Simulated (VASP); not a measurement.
# Na (Im-3m) in VASP: notebook

The runs below take Na through relaxation of cell and atoms, with PBE+D3(BJ).

Everything below comes from runs of VASP 6.6.1. Logs are shortened: lines on timing, memory, paths and dates and some standing lists are left out, and cuts for length are marked.

**1. The crystal as given**

Symmetry: Im-3m, No. 229, cubic system. The conventional cell has a = 4.282 Å, b = 4.282 Å, c = 4.282 Å, α = 90.00°, β = 90.00°, γ = 90.00°. Around Na (site symmetry m-3m) lie 8 Na at 3.71 Å.

**2. Relaxation of cell and atoms, PBE+D3(BJ)**

File INCAR:

```
  PREC = Accurate
  ENCUT = 600
  EDIFF = 1E-6
  ISMEAR = 1
  SIGMA = 0.1
  LREAL = F
  LASPH = T
  NELM = 80
  ALGO = Normal
  ISIF = 3
  LWAVE = F
  LCHARG = F
  GGA = PE
  IVDW = 12
  IBRION = 2
  NSW = 90
  EDIFFG = -0.01
```

File KPOINTS:

```
Automatic mesh
0
Gamma
  14 14 14
```

File POSCAR:

```
Na
1.0
   -2.1410000000      2.1410000000      2.1410000000
    2.1410000000     -2.1410000000      2.1410000000
    2.1410000000      2.1410000000     -2.1410000000
Na
1
Direct
    0.0000000000      0.0000000000      0.0000000000
```

Potentials or basis: VASP PAW PBE potentials, release 64 (Na_pv).

Started as:

```sh
$ cat potpaw_PBE.64/Na_pv/POTCAR > POTCAR
$ mpirun -np 1 vasp_std > vasp.out
```

OUTCAR:

```text
PREC = Accurate
   ENCUT = 600
   EDIFF = 1E-6
   ISMEAR = 1
   LREAL = F
   LASPH = T
   NELM = 80
   ISIF = 3
   GGA = PE
   IVDW = 12
   IBRION = 2
   NSW = 90
   EDIFFG = -0.01
 IVDW          = 12

 ion  position               nearest neighbor table
   1  0.000  0.000  0.000-

  LATTYP: Found a body centered cubic cell.
 ALAT       =     4.2820000000

  Lattice vectors:

 A1 = (  -2.1410000000,   2.1410000000,   2.1410000000)
 A2 = (   2.1410000000,  -2.1410000000,   2.1410000000)
 A3 = (   2.1410000000,   2.1410000000,  -2.1410000000)

Analysis of symmetry for initial positions (statically):
=====================================================================
 Subroutine PRICEL returns:
 Original cell was already a primitive cell.

 Routine SETGRP: Setting up the symmetry group for a
 body centered cubic supercell.

 Subroutine GETGRP returns: Found 48 space group operations
 (whereof 48 operations were pure point group operations)
 out of a pool of 48 trial point group operations.

The static configuration has the point symmetry O_h .

Analysis of symmetry for dynamics (positions and initial velocities):
=====================================================================
 Subroutine PRICEL returns:
 Original cell was already a primitive cell.

 Routine SETGRP: Setting up the symmetry group for a
 body centered cubic supercell.

 Subroutine GETGRP returns: Found 48 space group operations
 (whereof 48 operations were pure point group operations)
 out of a pool of 48 trial point group operations.

The dynamic configuration has the point symmetry O_h .

 Subroutine INISYM returns: Found 48 space group operations
 (whereof 48 operations are pure point group operations),
 and found     1 'primitive' translations

----------------------------------------------------------------------------------------

                                     Primitive cell

  volume of cell :      39.2564

  direct lattice vectors                    reciprocal lattice vectors
    -2.141000000  2.141000000  2.141000000     0.000000000  0.233535731  0.233535731
     2.141000000 -2.141000000  2.141000000     0.233535731  0.000000000  0.233535731
     2.141000000  2.141000000 -2.141000000     0.233535731  0.233535731  0.000000000

  length of vectors
     3.708320779  3.708320779  3.708320779     0.330269398  0.330269398  0.330269398

  position of ions in fractional coordinates (direct lattice)
     0.000000000  0.000000000  0.000000000

  ion indices of the primitive-cell ions
   primitive index   ion index
                 1           1

----------------------------------------------------------------------------------------

 KPOINTS: Automatic mesh

Automatic generation of k-mesh.
 Grid dimensions read from file:
 generate k-points for:   14   14   14

 Generating k-lattice:

  Cartesian coordinates                     Fractional coordinates (reciprocal lattice)
     0.000000000  0.016681124  0.016681124     0.071428571  0.000000000  0.000000000
     0.016681124  0.000000000  0.016681124     0.000000000  0.071428571  0.000000000
     0.016681124  0.016681124  0.000000000     0.000000000  0.000000000  0.071428571

  Length of vectors
     0.023590671  0.023590671  0.023590671

  Shift w.r.t. Gamma in fractional coordinates (k-lattice)
     0.000000000  0.000000000  0.000000000

 Subroutine IBZKPT returns following result:
 ===========================================

 Found    104 irreducible k-points:

 Following reciprocal coordinates:
            Coordinates               Weight
  0.000000  0.000000  0.000000      1.000000
  0.071429  0.000000  0.000000     12.000000
  0.142857  0.000000  0.000000     12.000000
  0.214286  0.000000  0.000000     12.000000
  0.285714  0.000000  0.000000     12.000000
  0.357143  0.000000  0.000000     12.000000
[... 16 lines left out ...]
  0.285714  0.285714  0.000000     24.000000
  0.357143  0.285714  0.000000     24.000000
 [... further k-points ...]
   k-points           NKPTS =    104   k-points in BZ     NKDIM =    104   number of bands    NBANDS=      7
   number of dos      NEDOS =    301   number of ions     NIONS =      1
   total plane-waves  NPLWV =  27000
   dimension x,y,z NGX =    30 NGY =   30 NGZ =   30
   dimension x,y,z NGXF=    60 NGYF=   60 NGZF=   60
   ions per type =               1
   NGX,Y,Z   is equivalent  to a cutoff of  13.45, 13.45, 13.45 a.u.
   NGXF,Y,Z  is equivalent  to a cutoff of  26.90, 26.90, 26.90 a.u.
 SYSTEM =  unknown system
   PREC   = accura    normal or accurate (medium, high low for compatibility)
   ISTART =      0    job   : 0-new  1-cont  2-samecut
   ICHARG =      2    charge: 1-file 2-atom 10-const
   ISPIN  =      1    spin polarized calculation?
   LNONCOLLINEAR =      F non collinear calculations
   LSORBIT =      F    spin-orbit coupling
   LASPH  =      T    aspherical Exc in radial PAW
   ENCUT  =  600.0 eV  44.10 Ry    6.64 a.u.   7.41  7.41  7.41*2*pi/ulx,y,z
   NELM   =     80;   NELMIN=  2; NELMDL= -5     # of ELM steps
   EDIFF  = 0.1E-05   stopping-criterion for ELM
   LREAL  =      F    real-space projection
   EDIFFG = -.1E-01   stopping-criterion for IOM
   NSW    =     90    number of steps for IOM
   IBRION =      2    ionic relax: 0-MD 1-quasi-New 2-CG
   NFREE  =      1    steps in history (QN), initial steepest desc. (CG)
   ISIF   =      3    stress and relaxation
   ISYM   =      2    0-nonsym 1-usesym 2-fastsym
   POTIM  = 0.5000    time-step for ionic-motion
   TEBEG  =    0.0;   TEEND  =   0.0 temperature during run
   PSTRESS=    0.0 pullay stress
   NELECT =       7.0000    total number of electrons
   NUPDOWN=      -1.0000    fix difference up-down
   EMIN   =  10.00;   EMAX   =-10.00  energy-range for DOS
   EFERMI =   0.00;   METHOD = LEGACY
   ISMEAR =     1;   SIGMA  =   0.10  broadening in eV -4-tet -1-fermi 0-gaus
   EFERMI_NEDOS =   21; number of points for ismear=-14 and -15
   IALGO  =     38    algorithm
   IMIX   =      4    mixing-type and parameters
     AMIX     =   0.40;   BMIX     =  1.00
     AMIX_MAG =   1.60;   BMIX_MAG =  1.00
  volume/ion in A,a.u.               =      39.26       264.91
  Fermi-wavevector in a.u.,A,eV,Ry     =   0.921448  1.741284 11.552251  0.849066
  Thomas-Fermi vector in A             =   2.046866
   LORBIT       =      0    0 simple, 1 ext, 2 COOP (PROOUT), +10 PAW based schemes
   GGA     = PE    functional components
   LHFCALC =     F    Hartree Fock is set to
   AEXX    =    0.0000 exact exchange contribution
   IVDW    =    12    specifies the selected vdW correction
   LEPSILON=     F    determine dielectric tensor
   LRPA    =     F    only Hartree local field effects (RPA)
 conjugate gradient relaxation of ions
 non-spin polarized calculation
 Methfessel and Paxton  Order N= 1 SIGMA  =   0.10
  energy-cutoff  :      600.00
  volume of cell :       39.26
 maximum number of plane-waves:      1326
 NGX is ok and might be reduce to    30
   NGX = 15   NGY = 15   NGZ = 15

--------------------------------------- Ionic step        1  -------------------------------------------

 number of electron       7.0000007 magnetization

 Free energy of the ion-electron system (eV)
  ---------------------------------------------------
  ext. energy  EPLUGINS =         0.00000000
  ---------------------------------------------------
  free energy    TOTEN  =        -1.30751867 eV

  energy without entropy =       -1.30685145  energy(sigma->0) =       -1.30729626

------------------------ aborting loop because EDIFF is reached ----------------------------------------

 Edisp (eV)   -0.14594

 E8    (eV) :    -0.0715

  FORCE on cell =-STRESS in cart. coord.  units (eV):
  Direction    XX          YY          ZZ          XY          YZ          ZX
  --------------------------------------------------------------------------------------
  -------------------------------------------------------------------------------------
  Total      -0.24596    -0.24596    -0.24596     0.00000     0.00000    -0.00000
  in kB     -10.03845   -10.03845   -10.03845     0.00000     0.00000    -0.00000
  external pressure =      -10.04 kB  Pullay stress =        0.00 kB
[... 59 lines left out ...]
  energy  without entropy=       -1.4605300043  energy(sigma->0) =       -1.46097868

--------------------------------------- Ionic step        3  -------------------------------------------

 number of electron       7.0000010 magnetization

 Free energy of the ion-electron system (eV)
  ---------------------------------------------------
  ext. energy  EPLUGINS =         0.00000000
  ---------------------------------------------------
  free energy    TOTEN  =        -1.30400513 eV

  energy without entropy =       -1.30331359  energy(sigma->0) =       -1.30377462

 E-fermi :   0.5650     XC(G=0):  -6.7377

 val. band max:        0.5447889669   @ k =  -0.3571   0.4286   0.1429
 cond. band min:       0.6294066616   @ k =   0.3571   0.0714   0.0714
 fundamental gap:      0.0846176946
 Fermi energy:         0.5650490081

 k-point     1 :       0.0000    0.0000    0.0000
  band No.  band energies     occupation
      1     -24.2419      2.00000
      2     -24.2419      2.00000
      3     -24.2419      2.00000
      4      -2.8730      2.00000
      5      12.9167      0.00000
      6      12.9167      0.00000
      7      12.9167      0.00000
[... 221 lines left out ...]
 k-point    24 :       0.3571    0.2857    0.0000
  band No.  band energies     occupation
      1     -24.2789      2.00000
      2     -24.2714      2.00000
      3     -24.2479      2.00000
      4       2.3809     -0.00000
      5       2.8386      0.00000
      6       4.2365      0.00000
      7       9.1142      0.00000

 [... further k-points ...]

------------------------ aborting loop because EDIFF is reached ----------------------------------------

 Edisp (eV)   -0.16792

 E8    (eV) :    -0.0817

  FORCE on cell =-STRESS in cart. coord.  units (eV):
  Direction    XX          YY          ZZ          XY          YZ          ZX
  --------------------------------------------------------------------------------------
  -------------------------------------------------------------------------------------
  Total      -0.00489    -0.00489    -0.00489    -0.00000    -0.00000     0.00000
  in kB      -0.23095    -0.23095    -0.23095    -0.00000    -0.00000     0.00000
  external pressure =       -0.23 kB  Pullay stress =        0.00 kB
[... 16 lines left out ...]
  FREE ENERGIE OF THE ION-ELECTRON SYSTEM (eV)
  ---------------------------------------------------
  free  energy   TOTEN  =        -1.4719226163 eV

  energy  without entropy=       -1.4712310711  energy(sigma->0) =       -1.47169210

 reached required accuracy - stopping structural energy minimisation
```

Wall time 20 s (1 thread of Intel Xeon 6975P-C (Granite Rapids), shared host); peak memory 0.18 GiB.

Results:

* Free energy: -1.4719 eV
* Relaxed volume: 33.93 Å³/atom
* Relaxed cell: a = 3.532 Å, b = 3.532 Å, c = 3.532 Å, α = 109.47°, β = 109.47°, γ = 109.47°
* Space group after relaxing (to 0.05 Å): Im-3m (No. 229)
* Energy gained by relaxing: 18.5 meV/atom
* Ionic steps: 3
* Pressure after relaxing: 0.0 GPa
* Band gap on the k mesh: none (metal or under the smearing width)
* Dispersion energy per atom: -0.168 eV

Step by step:
| step | energy change (eV) | largest force (eV/Å) | pressure (GPa) | volume (Å³) |
| --- | --- | --- | --- | --- |
| 1 | 0.0000 | 0.0000 | -1.00 | 39.26 |
| 2 | -0.0077 | 0.0000 | -0.83 | 37.88 |
| 3 | -0.0185 | 0.0000 | -0.02 | 33.93 |

Final structure:
```
CELL_PARAMETERS angstrom
-2.03938 2.03938 2.03938
2.03938 -2.03938 2.03938
2.03938 2.03938 -2.03938
ATOMIC_POSITIONS crystal
Na 0.00000 0.00000 0.00000
```

Levels at points of the mesh, in eV from the Fermi level:
```tsv
k point	band 1	band 2	band 3	band 4	band 5	band 6	band 7
(0.00, 0.00, 0.00)	-24.81	-24.81	-24.81	-3.44	12.35	12.35	12.35
(0.50, 0.00, 0.00)	-24.86	-24.82	-24.81	0.81	1.35	8.61	9.82
(0.50, 0.50, 0.50)	-24.84	-24.84	-24.84	4.69	4.69	5.24	5.24
```

Caveat: the volume moved by -14 % from the deposited cell, more than functionals usually miss; pairwise dispersion overbinds metals, which lowers pressure and volume.

**3. Relaxation of cell and atoms, PBE+D3(BJ)**

This run uses another cell than the first one, of 33.93 Å³/atom, 0.864 times its volume.

Changes to INCAR since step 2:

```diff
@@ -2,3 +2,3 @@
   ENCUT = 600
-  EDIFF = 1E-6
+  EDIFF = 1E-7
   ISMEAR = 1
@@ -16,2 +16,2 @@
   NSW = 90
-  EDIFFG = -0.01
+  EDIFFG = -0.005
```

KPOINTS is that of step 2.

File POSCAR:

```
Na                                      
1.0
   -2.0393812605      2.0393812605      2.0393812605
    2.0393812605     -2.0393812605      2.0393812605
    2.0393812605      2.0393812605     -2.0393812605
  Na            
     1
Direct
     0.0000000000000000    0.0000000000000000    0.0000000000000000
```

Potentials or basis: VASP PAW PBE potentials, release 64 (Na_pv).

Started as:

```sh
$ cat potpaw_PBE.64/Na_pv/POTCAR > POTCAR
$ mpirun -np 1 vasp_std > vasp.out
```

OUTCAR:

```text
PREC = Accurate
   ENCUT = 600
   EDIFF = 1E-7
   ISMEAR = 1
   LREAL = F
   LASPH = T
   NELM = 80
   ISIF = 3
   GGA = PE
   IVDW = 12
   IBRION = 2
   NSW = 90
   EDIFFG = -0.005
 IVDW          = 12

 ion  position               nearest neighbor table
   1  0.000  0.000  0.000-

  LATTYP: Found a body centered cubic cell.
 ALAT       =     4.0787625210

  Lattice vectors:

 A1 = (  -2.0393812605,   2.0393812605,   2.0393812605)
 A2 = (   2.0393812605,  -2.0393812605,   2.0393812605)
 A3 = (   2.0393812605,   2.0393812605,  -2.0393812605)
[... 425 lines left out ...]

 Edisp (eV)   -0.16792

 E8    (eV) :    -0.0817

  FORCE on cell =-STRESS in cart. coord.  units (eV):
  Direction    XX          YY          ZZ          XY          YZ          ZX
  --------------------------------------------------------------------------------------
  -------------------------------------------------------------------------------------
  Total       0.00253     0.00253     0.00253    -0.00000    -0.00000     0.00000
  in kB       0.11926     0.11926     0.11926    -0.00000    -0.00000     0.00000
  external pressure =        0.12 kB  Pullay stress =        0.00 kB

 VOLUME and BASIS-vectors are now :
 -----------------------------------------------------------------------------
  energy-cutoff  :      600.00
  volume of cell :       33.93
      direct lattice vectors                 reciprocal lattice vectors
    -2.039381260  2.039381260  2.039381260     0.000000000  0.245172401  0.245172401
     2.039381260 -2.039381260  2.039381260     0.245172401  0.000000000  0.245172401
     2.039381260  2.039381260 -2.039381260     0.245172401  0.245172401  0.000000000

 POSITION                                       TOTAL-FORCE (eV/Angst)
 -----------------------------------------------------------------------------------
      0.00000      0.00000      0.00000         0.000000     -0.000000      0.000000
 -----------------------------------------------------------------------------------
    total drift:                               -0.000000     -0.000000     -0.000000

  FREE ENERGIE OF THE ION-ELECTRON SYSTEM (eV)
  ---------------------------------------------------
  free  energy   TOTEN  =        -1.4714950157 eV

  energy  without entropy=       -1.4708034625  energy(sigma->0) =       -1.47126450

 reached required accuracy - stopping structural energy minimisation
```

Run time: 11 s. Hardware: 1 thread of Intel Xeon 6975P-C (Granite Rapids), shared host; peak memory 0.17 GiB.

What came out:

```yaml
Free_energy: -1.4715 eV
Pressure_after_relaxing: 0.0 GPa
Band_gap_on_the_k_mesh: none (metal or under the smearing width)
Dispersion_energy_per_atom: -0.168 eV
```

Final structure:
```
Na
1.0
    -2.03938    2.03938    2.03938
     2.03938   -2.03938    2.03938
     2.03938    2.03938   -2.03938
Na
1
Cartesian
  0.0000 0.0000 0.0000
```

Levels at points of the mesh, in eV from the Fermi level:
| k point | band 1 | band 2 | band 3 | band 4 | band 5 | band 6 |
| --- | --- | --- | --- | --- | --- | --- |
| (0.00, 0.00, 0.00) | -24.81 | -24.81 | -24.81 | -3.44 | 12.35 | 12.35 |
| (0.50, 0.00, 0.00) | -24.86 | -24.82 | -24.81 | 0.81 | 1.35 | 8.61 |
| (0.50, 0.50, 0.50) | -24.84 | -24.84 | -24.84 | 4.69 | 4.69 | 5.24 |

Caveat: the relaxation stopped at its first step, so nothing moved; pairwise dispersion overbinds metals, which lowers pressure and volume.
